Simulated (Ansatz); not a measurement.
# Cu, Cu31 defect cell: relaxing cell and atoms, single point and relaxing the atoms, part 2 of 2

Aim: for Cu, Cu31 defect cell, 3 runs in a chain (relaxing cell and atoms, single point and relaxing the atoms).

Ansatz 0.2.0; DFT PBE, scalar-relativistic, plane waves, PAW. The steps go on from the part before.

### 3 Single point

It takes the final geometry of step 2: a supercell is built.

Contents of input.yaml:

```yaml
crystal:
  lattice:
    - [7.2589824192, 0.0, 0.0]
    - [0.0, 7.2589824192, 0.0]
    - [0.0, 0.0, 7.2589824192]
  atoms:
    - { symbol: Cu, position: [0.5, 0.0, 0.0] }
    - { symbol: Cu, position: [0.75, 0.25, 0.0] }
    - { symbol: Cu, position: [0.75, 0.0, 0.25] }
    - { symbol: Cu, position: [0.0, 0.0, 0.0] }
    - { symbol: Cu, position: [0.25, 0.25, 0.0] }
    - { symbol: Cu, position: [0.5, 0.5, 0.0] }
    - { symbol: Cu, position: [0.75, 0.75, 0.0] }
    - { symbol: Cu, position: [0.25, 0.0, 0.25] }
    - { symbol: Cu, position: [0.5, 0.25, 0.25] }
    - { symbol: Cu, position: [0.75, 0.5, 0.25] }
    - { symbol: Cu, position: [0.5, 0.0, 0.5] }
    - { symbol: Cu, position: [0.75, 0.25, 0.5] }
    - { symbol: Cu, position: [0.75, 0.0, 0.75] }
    - { symbol: Cu, position: [0.0, 0.5, 0.0] }
    - { symbol: Cu, position: [0.25, 0.75, 0.0] }
    - { symbol: Cu, position: [0.0, 0.25, 0.25] }
    - { symbol: Cu, position: [0.25, 0.5, 0.25] }
    - { symbol: Cu, position: [0.5, 0.75, 0.25] }
    - { symbol: Cu, position: [0.0, 0.0, 0.5] }
    - { symbol: Cu, position: [0.25, 0.25, 0.5] }
    - { symbol: Cu, position: [0.5, 0.5, 0.5] }
    - { symbol: Cu, position: [0.75, 0.75, 0.5] }
    - { symbol: Cu, position: [0.25, 0.0, 0.75] }
    - { symbol: Cu, position: [0.5, 0.25, 0.75] }
    - { symbol: Cu, position: [0.75, 0.5, 0.75] }
    - { symbol: Cu, position: [0.0, 0.75, 0.25] }
    - { symbol: Cu, position: [0.0, 0.5, 0.5] }
    - { symbol: Cu, position: [0.25, 0.75, 0.5] }
    - { symbol: Cu, position: [0.0, 0.25, 0.75] }
    - { symbol: Cu, position: [0.25, 0.5, 0.75] }
    - { symbol: Cu, position: [0.5, 0.75, 0.75] }
    - { symbol: Cu, position: [0.0, 0.75, 0.75] }
scf:
  occupations: { method: gaussian, width: 0.1 }
output:
  forces: true
  stress: true
  eigenvalues: true
kpoints:
  mp_grid: { grid: [8, 8, 8] }
hamiltonian:
  xc: pbe
```

Launch:

```bash
> ansatz run input.yaml --threads 8 --pin off --max-ram 24576MiB --backend cpu --events-out ev --progress --plain --runs-dir out
```

The log of the run (excerpt; [...] marks lines left out):

```text
Warning: RAYON_NUM_THREADS=8 ignored (pool sized by the plan → 8); use --threads N
[...]
Pseudopotentials: kind: paw
Pseudopotential: Cu, paw, valence charge 19, recommended cutoff 420 eV (normal), Cu.paw.azcp
Functional definition: PBE
[...]
Crystal: 32 atoms, lattice volume = 382.496 Å³
Basis set: ecut = 420 eV, 7497 PW (Γ), exchange–correlation on 100×100×100 points (8 copies of the dense FFT grid, shifted against one another)
Bands: 365, of which v1, the nominal top of the filled ones, is band 304 counted from 1 (303 counted from 0)
Symmetry: 1536 space group operations
Space group: Fm-3m (ITA 225), of the structure as read, at distance tolerance 7.3e-5 Å
k-points: 35 of 512
[...]
SCF iter   1: F=—  HF=-212005.602771 eV  |F-HF|=—  |Δ(HF+E_count)|=         —  Δρ=7.52e-4  dr2=6.26e-4  ethr=1.77e-3  ⟨swp⟩=4.9  Hψ=40645  notcnv=0  defer=659
[...]
SCF iter   6: F=-212005.604762 eV  HF=-212005.604762 eV  |F-HF|=5.38e-9  |Δ(HF+E_count)|=   4.47e-7  Δρ=3.07e-6  dr2=2.18e-8  ethr=1.64e-11  ⟨swp⟩=8.5  Hψ=55926  notcnv=0
[...]
SCF converged after 6 iterations
Free energy (F): -212005.604762 eV
[...]
E sigma→0 (E₀):  -212005.582232 eV
Entropy (-TS):   -0.045060 eV (-1.408 meV/atom)
Fermi energy:    16.546389 eV
[...]
--- Forces (eV/Å), atoms counted from 1 ---
  atom   1  Cu    -0.00000000     0.00000000    -0.00000000
  atom   2  Cu     0.00000000     0.00000000    -0.00000000
  atom   3  Cu    -0.00000000     0.00000000     0.00000000
  atom   4  Cu     0.00000000     0.00000000    -0.00000000
  atom   5  Cu    -0.00000000    -0.00000000     0.00000000
  atom   6  Cu    -0.00000000     0.00000000     0.00000000
  atom   7  Cu    -0.00000000     0.00000000     0.00000000
  atom   8  Cu    -0.00000000     0.00000000     0.00000000
[...]
--- Stress (GPa, compression-positive) ---
        0.005439      -0.000000      -0.000000
       -0.000000       0.005439       0.000000
       -0.000000       0.000000       0.005439
  P = ⅓ Tr σ = 0.0054 GPa (0.054 kbar)
--- Band table (eV; the first three rows and the last of 35) ---
[...]
```

Wall time 57 s (8 threads of Intel Xeon Platinum 8259CL at 2.50GHz (Skylake/Cascade Lake), shared host); peak memory 6.8 GiB.

### 4 Relaxing the atoms: Cu31 defect cell

It takes the final geometry of step 2: a supercell is built; 1 atom is removed.

Edit input.yaml of step 3 so:

```diff
@@ -6,3 +6,2 @@
   atoms:
-    - { symbol: Cu, position: [0.5, 0.0, 0.0] }
     - { symbol: Cu, position: [0.75, 0.25, 0.0] }
@@ -42,3 +41,3 @@
   forces: true
-  stress: true
+  stress: false
   eigenvalues: true
@@ -48 +47,4 @@
   xc: pbe
+relax:
+  f_tol: 0.01
+  max_steps: 25
```

Launch:

```bash
> ansatz run input.yaml --threads 8 --pin off --max-ram 24576MiB --backend cpu --events-out ev --progress --plain --runs-dir out
```

The log of the run (excerpt; [...] marks lines left out):

```text
Warning: RAYON_NUM_THREADS=8 ignored (pool sized by the plan → 8); use --threads N
[...]
Pseudopotentials: kind: paw
Pseudopotential: Cu, paw, valence charge 19, recommended cutoff 420 eV (normal), Cu.paw.azcp
Functional definition: PBE
[...]
Crystal: 31 atoms, lattice volume = 382.496 Å³
Basis set: ecut = 420 eV, 7497 PW (Γ), exchange–correlation on 100×100×100 points (8 copies of the dense FFT grid, shifted against one another)
Bands: 354, of which v1, the nominal top of the filled ones, is band 295 counted from 1 (294 counted from 0)
Symmetry: 48 space group operations
Space group: Pm-3m (ITA 221), of the structure as read, at distance tolerance 7.3e-5 Å
k-points: 35 of 512
[...]
SCF iter   1: F=—  HF=-205379.310920 eV  |F-HF|=—  |Δ(HF+E_count)|=         —  Δρ=1.67e-3  dr2=9.67e-3  ethr=1.77e-3  ⟨swp⟩=4.9  Hψ=39302  notcnv=0  defer=681
[...]
    - { symbol: Cu, position: [1.7152318510700025e-19, 4.0471762778056265e-20, 0.5] }
    - { symbol: Cu, position: [0.2508149341469936, 0.24918506585300648, 0.5] }
    - { symbol: Cu, position: [0.5, 0.5, 0.5] }
    - { symbol: Cu, position: [0.7491850658530065, 0.7508149341469936, 0.5] }
    - { symbol: Cu, position: [0.25280838474432415, 4.0471762778056205e-20, 0.7528083847443242] }
    - { symbol: Cu, position: [0.5, 0.24719161525567585, 0.7528083847443242] }
    - { symbol: Cu, position: [0.7491850658530065, 0.5, 0.7508149341469936] }
    - { symbol: Cu, position: [1.7152318510700035e-19, 0.7508149341469936, 0.24918506585300648] }
    - { symbol: Cu, position: [1.7152318510700056e-19, 0.5, 0.5] }
    - { symbol: Cu, position: [0.2508149341469936, 0.7508149341469936, 0.5] }
    - { symbol: Cu, position: [1.7152318510700035e-19, 0.24918506585300648, 0.7508149341469936] }
    - { symbol: Cu, position: [0.2508149341469936, 0.5, 0.7508149341469936] }
    - { symbol: Cu, position: [0.5, 0.7528083847443242, 0.7528083847443242] }
    - { symbol: Cu, position: [1.7152318510700035e-19, 0.7508149341469936, 0.7508149341469936] }
```

Run time: 4.1 min. Hardware: 8 threads of Intel Xeon Platinum 8259CL at 2.50GHz (Skylake/Cascade Lake), shared host; peak memory 6.8 GiB.

Relaxation path:

| step | energy from step 1 (eV/cell) | largest force component (eV/Å) |
| --- | --- | --- |
| 1 | 0.0000 | 0.1250 |
| 2 | -0.0186 | 0.0826 |
| 3 | -0.0321 | 0.0021 |
| 4 | -0.0321 | 0.0021 |

Step 1 is the start.

### 5 The runs side by side

What follows sums up all 2 parts.

| step | system | k mesh | energy (eV) | gap on the mesh (eV) | time |
| --- | --- | --- | --- | --- | --- |
| 2 | Cu | 38×38×38 | -6625.174 | 0.00 | 23 s |
| 3 | Cu | 8×8×8 | -212005.582 | 0.00 | 57 s |
| 4 | Cu31 defect cell | 8×8×8 | -205379.324 | 0.00 | 4.1 min |

Totals of different systems or levels have different zeros; only balanced differences at one level mean anything.

| quantity | value |
| --- | --- |
| relaxed cell, step 2 (conventional) | a = 3.629 Å, b = 3.629 Å, c = 3.629 Å, α = 90.00°, β = 90.00°, γ = 90.00° |

What this shows: A measured lattice constant a of Cu is 3.615 Å (300 K; quoted in “Multiple origins of extra electron diffractions in fcc metals”, 2023, arxiv:2311.10326); the calculated 3.629 Å misses it by +0.4 %. That is the cell relaxed with PBE, without thermal expansion or zero-point motion.
